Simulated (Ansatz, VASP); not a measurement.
One calculation of Ge, two programs

Contents of INCAR:

```
SYSTEM = Ge
PREC = Accurate
ENCUT = 520
EDIFF = 1E-6
ISMEAR = 0
SIGMA = 0.017
LREAL = .FALSE.
LASPH = .TRUE.
NELM = 60
ALGO = Normal
ISIF = 2
LWAVE = .FALSE.
LCHARG = .FALSE.
GGA = PE
NBANDS = 13
```

Contents of KPOINTS:

```
Automatic mesh
0
G
  11 11 10
  0 0 0
```

POSCAR

```
Ge
1.0
    1.3971490000     -2.6005160000      0.0000000000
    1.3971490000      2.6005160000      0.0000000000
    0.0000000000      0.0000000000      2.6982310000
Ge
1
Direct
    0.5000000000      0.5000000000      0.0000000000
```

File input.yaml:

```yaml
crystal:
  lattice:
    - [1.397149, -2.600516, 0.0]
    - [1.397149, 2.600516, 0.0]
    - [0.0, 0.0, 2.698231]
  atoms:
    - { symbol: Ge, position: [0.5, 0.5, 0.0] }
hamiltonian:
  xc: pbe
  pseudopotentials: { kind: paw }
kpoints:
  mp_grid: { grid: [11, 11, 10] }
scf:
  occupations: { method: gaussian, width: 0.017 }
output:
  forces: true
  stress: true
  eigenvalues: true
```

This isn't the form of Ge at room conditions, which is diamond.

Alike in both runs: task single point; functional PBE; k mesh 11 × 11 × 10; occupations gaussian, width 0.017 eV; no spin polarisation.

|  | VASP | Ansatz |
| --- | --- | --- |
| version | VASP 6.6.1 | Ansatz 0.2.0 |
| potentials or method | VASP PAW PBE potentials, release 64 (Ge_d) | Ansatz PAW |
| plane-wave cutoff (eV) | 520 | 420 |
| valence electrons in the cell | 14 | 14 |

|  | VASP | Ansatz | Ansatz less VASP |
| --- | --- | --- | --- |
| gap on the k mesh at the Fermi level (eV) | none | none | - |
| pressure (GPa) | -0.8 | -0.7 | +0.19 |
| largest component of the traceless stress (GPa) | 2.16 | 2.17 | +0.010 |

A gap of «none» marks a metal or a gap that the smearing closes.
